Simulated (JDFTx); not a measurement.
Crystal: SnO.

```
Sn O
1.0
     3.81370    0.00000    0.00000
     0.00000    3.81370    0.00000
     0.00000    0.00000    4.88691
Sn O
2 2
Direct
  0.50000 0.00000 0.76463
  0.00000 0.50000 0.23537
  0.00000 0.00000 0.00000
  0.50000 0.50000 0.00000
```

The cell is a database's computed one.

Base run:

* Program: JDFTx 1.7.0 (patched build)
* Functional: LDA
* Potentials or basis: PseudoDojo-SR-LDA-0.4.1-standard with smoothed tails
* Cutoff: 1143 eV
* Density cutoff: 9143 eV
* k mesh: 6 × 6 × 5
* Occupations: fermi-dirac, width 0.05 eV
* Spin: no spin polarisation

Its results: band gap on the k mesh 0.23 eV, indirect (least direct gap 2.04 eV); pressure -3.0 GPa; largest force 0.191 eV/Å.

Task: The run is repeated on the same cell with these changes: k mesh from 6 × 6 × 5 to 7 × 7 × 6; occupations from fermi-dirac, width 0.05 eV to gaussian, width 0.1 eV. What comes out?

Result: Band gap on the k mesh 0.45 eV, indirect (least direct gap 2.00 eV); pressure -3.0 GPa; largest force 0.195 eV/Å.

Caveats: spin-orbit coupling is left out, which moves the levels of the heavy elements; an odd mesh through Γ misses points on the zone boundary, where band edges often lie.

Not every run made on this cell is shown here.
